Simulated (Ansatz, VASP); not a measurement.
**Two plane-wave programs on MgH**

INCAR

```
SYSTEM = MgH
PREC     = Accurate       ! precision mode
ENCUT    = 600            ! plane-wave cutoff, eV
EDIFF    = 1E-6           ! SCF threshold, eV
ISMEAR   = 0              ! smearing method
SIGMA    = 0.1            ! smearing width, eV
LREAL    = .False.        ! projectors in reciprocal space
LASPH    = .True.         ! aspherical terms in the spheres
NELM     = 100            ! most SCF steps
ALGO     = Normal         ! electronic algorithm
ISIF     = 3              ! what is computed and relaxed
LWAVE    = .False.        ! write WAVECAR
LCHARG   = .False.        ! write CHGCAR
GGA      = PE             ! functional
IBRION   = 2              ! ionic algorithm
NSW      = 90             ! ionic steps
EDIFFG   = -0.0325        ! ionic threshold
```

KPOINTS

```
Automatic mesh
0
Gamma
  6 6 4
  0 0 0
```

Contents of POSCAR:

```
MgH
1.0
    3.2146377191      0.0000000000      0.0000000000
   -1.6073188596      2.7839579287      0.0000000000
    0.0000000000      0.0000000000      5.1244855918
Mg H
2 2
Direct
    0.3333333333      0.6666666667      0.2500000000
    0.6666666667      0.3333333333      0.7500000000
    0.3333333333      0.6666666667      0.7500000000
    0.6666666667      0.3333333333      0.2500000000
```

Input for Ansatz:

```yaml
crystal:
  lattice:
    - [3.2146377191, 0.0, 0.0]
    - [-1.6073188596, 2.7839579287, 0.0]
    - [0.0, 0.0, 5.1244855918]
  atoms:
    - { symbol: Mg, position: [0.3333333333, 0.6666666667, 0.25] }
    - { symbol: Mg, position: [0.6666666667, 0.3333333333, 0.75] }
    - { symbol: H, position: [0.3333333333, 0.6666666667, 0.75] }
    - { symbol: H, position: [0.6666666667, 0.3333333333, 0.25] }
basis:
  ecutwfc: 420
kpoints:
  mp_grid: { grid: [6, 6, 4] }
hamiltonian:
  xc: pbe
scf:
  occupations: { method: gaussian, width: 0.1 }
output:
  forces: true
  stress: true
  eigenvalues: true
relax:
  adjacent_minimum: "off"
  f_tol: 0.0325
  max_steps: 70
  cell: { stress_tol: 0.24 }
```

Alike in both runs: task relaxation of cell and atoms; functional PBE; k mesh 6 × 6 × 4; occupations gaussian, width 0.1 eV; no spin polarisation.

```csv
,VASP,Ansatz
version,VASP 6.6.1,Ansatz 0.2.0
potentials or method,"VASP PAW PBE potentials, release 64 (Mg, H)","scalar-relativistic, plane waves, PAW"
plane-wave cutoff (eV),600,420
valence electrons in the cell,6,22
```

```csv
,VASP,Ansatz,Ansatz less VASP
"gap on the k mesh at the Fermi level, each at its own relaxed structure (eV)",none,none,-
relaxed volume (Å³/atom),12.85,12.83,-0.025
relaxed cell length with the largest relative difference (Å),5.200,5.159,-0.0409
energy change over the relaxation (meV/atom),-32,-34,-1.9
```

A gap of «none» marks a metal or a gap that the smearing closes. The two sets of potentials don't hold the same shells in valence.

Caveats: the k mesh is coarse (spacing up to 0.38 Å⁻¹), so the values aren't converged. PBE usually gives volumes a little too large and moduli too small. Zero-point motion and thermal expansion aren't in these numbers.
